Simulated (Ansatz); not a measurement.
Ca: one input, then a changed one

Structure: COD 9011034, as refined from experiment and not relaxed. It was measured hot, at 740 K.

First run: DFT, PBE, all-electron LAPW, non-relativistic (Ansatz 0.2.0).

Command: `ansatz run input.yaml --threads 1 --pin off --max-ram 2048MiB --backend cpu --events-out ev --progress --plain --runs-dir out` The run took 3.2 s on 1 thread of Arm Neoverse V1, on a shared host, peak memory 0.21 GiB.

```yaml
crystal:
  lattice:
    - [-2.24, 2.24, 2.24]
    - [2.24, -2.24, 2.24]
    - [2.24, 2.24, -2.24]
  atoms:
    - { symbol: Ca, position: [0.0, 0.0, 0.0] }
kpoints:
  mp_grid: { grid: [10, 10, 10] }
  band_path:
    path:
      - [0.0, 0.0, 0.0]
      - [0.5, -0.5, 0.5]
      - [0.0, 0.0, 0.5]
      - [0.0, 0.0, 0.0]
      - [0.25, 0.25, 0.25]
      - [0.5, -0.5, 0.5]
      - [0.25, 0.25, 0.25]
      - [0.0, 0.0, 0.5]
    npoints: 5
scf:
  occupations: { method: fermi_dirac, width: 0.05 }
hamiltonian:
  xc: pbe
  pseudopotentials:
    kind: all_electron
    lapw: { basis_error: 0.00025 }
    relativity: none
output:
  forces: true
  stress: true
  eigenvalues: true
```

Result: converged; pressure -0.97 GPa; no gap on the k mesh; 7 SCF iterations.

The input is then changed:

```diff
@@ -7,5 +7,5 @@
     - { symbol: Ca, position: [0.0, 0.0, 0.0] }
 kpoints:
-  mp_grid: { grid: [10, 10, 10] }
+  mp_grid: { grid: [10, 10, 10], shift: [0.5, 0.5, 0.5] }
   band_path:
     path:
@@ -20,5 +20,5 @@
     npoints: 5
 scf:
-  occupations: { method: fermi_dirac, width: 0.05 }
+  occupations: { method: tetrahedron }
 hamiltonian:
   xc: pbe
```

Problem. Predict the outcome of the changed run.

Solution. It converged; energy at zero smearing +3.6 meV/atom from the first run; pressure -1.10 GPa; no gap on the k mesh; 7 SCF iterations.
